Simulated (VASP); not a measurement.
**AlP: relaxation of cell and atoms with PBEsol**

The system is AlP.

```
Al P
1.0
     0.00000    2.72550    2.72550
     2.72550    0.00000    2.72550
     2.72550    2.72550    0.00000
Al P
1 1
Direct
  0.00000 0.00000 0.00000
  0.25000 0.25000 0.25000
```

| Quantity | Value |
| --- | --- |
| Program | VASP 6.6.1 |
| Task | relaxation of cell and atoms |
| Functional | PBEsol |
| Potentials or basis | VASP PAW PBE potentials, release 64 (Al, P) |
| Cutoff | 600 eV |
| k mesh | 8 × 8 × 8 |
| Occupations | gaussian, width 0.03 eV |
| Spin | no spin polarisation |
| Further INCAR settings | ALGO = Normal; EDIFF = 1e-06; IBRION = 2; EDIFFG = -0.01; NSW = 90; ISIF = 3 |

The relaxed volume is 20.47 Å³/atom. The relaxed cell is a = 3.869 Å, b = 3.869 Å, c = 3.869 Å, α = 60.00°, β = 60.00°, γ = 60.00°. The space group after relaxing (to 0.05 Å) is F-43m (No. 216). The energy gained by relaxing is 0.7 meV/atom, the ionic steps are 3 and the pressure after relaxing is 0.0 GPa. The band gap on the k mesh is 1.45 eV, indirect (least direct gap 3.15 eV).

The path:
| step | energy change (eV) | largest force (eV/Å) | pressure (GPa) | volume (Å³) |
| --- | --- | --- | --- | --- |
| 1 | 0.0000 | 0.0000 | 1.00 | 40.49 |
| 2 | -0.0009 | 0.0000 | -0.60 | 41.24 |
| 3 | -0.0014 | 0.0000 | 0.00 | 40.95 |

Final structure:
```
CELL_PARAMETERS angstrom
0.00000 2.73570 2.73570
2.73570 0.00000 2.73570
2.73570 2.73570 0.00000
ATOMIC_POSITIONS crystal
Al 0.00000 0.00000 0.00000
P 0.25000 0.25000 0.25000
```

Levels at points of the mesh, in eV from the valence-band top:
```tsv
k point	band 1	band 2	band 3	band 4	band 5	band 6	band 7	band 8
(0.00, 0.00, 0.00)	-11.49	0.00	0.00	0.00	3.15	4.50	4.50	4.50
(0.50, 0.00, 0.00)	-9.81	-5.55	-0.76	-0.76	2.71	4.75	4.75	8.06
(0.50, 0.50, 0.00)	-9.15	-5.32	-2.11	-2.11	1.45	2.37	10.94	10.94
```

It took 10 s on 2 MPI ranks on Intel(R) Xeon(R) Platinum 8488C (Sapphire Rapids), on a shared host, peak memory 0.17 GiB a rank.

Caveat: the PAW data sets were made with another functional, which shifts forces and pressure a little. Zero-point motion and thermal expansion aren't in these numbers.
